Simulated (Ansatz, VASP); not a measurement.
**Y: VASP beside Ansatz**

INCAR

```
SYSTEM = Y
  PREC = Accurate
  ENCUT = 520
  EDIFF = 1E-6
  ISMEAR = -1
  SIGMA = 0.08
  LREAL = .FALSE.
  LASPH = .TRUE.
  NELM = 100
  ALGO = Normal
  ISIF = 2
  LWAVE = .FALSE.
  LCHARG = .TRUE.
  GGA = PS
  LELF = .TRUE.
  LVHAR = .TRUE.
  NBANDS = 12
```

KPOINTS

```
regular mesh
0
G
  12 12 12
  0 0 0
```

File POSCAR:

```
Y
1.0
    2.9121019415      0.0000000000      0.0000000000
    0.0000000000      2.9121019415      0.0000000000
    0.0000000000      0.0000000000      2.9121019415
Y
1
Direct
    0.0000000000      0.0000000000      0.0000000000
```

Input for Ansatz:

```yaml
crystal:
  lattice:
    - [2.9121019415, 0.0, 0.0]
    - [0.0, 2.9121019415, 0.0]
    - [0.0, 0.0, 2.9121019415]
  atoms:
    - { symbol: "Y", position: [0.0, 0.0, 0.0] }
kpoints:
  mp_grid: { grid: [12, 12, 12] }
scf:
  occupations: { method: fermi_dirac, width: 0.08 }
hamiltonian:
  xc: pbesol
  pseudopotentials: { kind: paw }
output:
  forces: true
  stress: true
  eigenvalues: true
  populations: true
```

Change from the starting cell: volume scaled by 0.76, PAW files.

Alike in both runs: task single point; functional PBEsol; k mesh 12 × 12 × 12; occupations fermi-dirac, width 0.08 eV; no spin polarisation.

|  | VASP | Ansatz |
| --- | --- | --- |
| version | VASP 6.6.1 | Ansatz 0.2.0 |
| potentials or method | VASP PAW PBE potentials, release 64 (Y_sv) | PAW with Ansatz's default frozen-core files, scalar-relativistic |
| plane-wave cutoff (eV) | 520 | 420 |
| valence electrons in the cell | 11 | 11 |

|  | VASP | Ansatz | Ansatz less VASP |
| --- | --- | --- | --- |
| pressure (GPa) | 12.5 | 12.5 | +0.06 |

Caveats: the PAW data sets were made with another functional, which shifts forces and pressure a little (VASP).
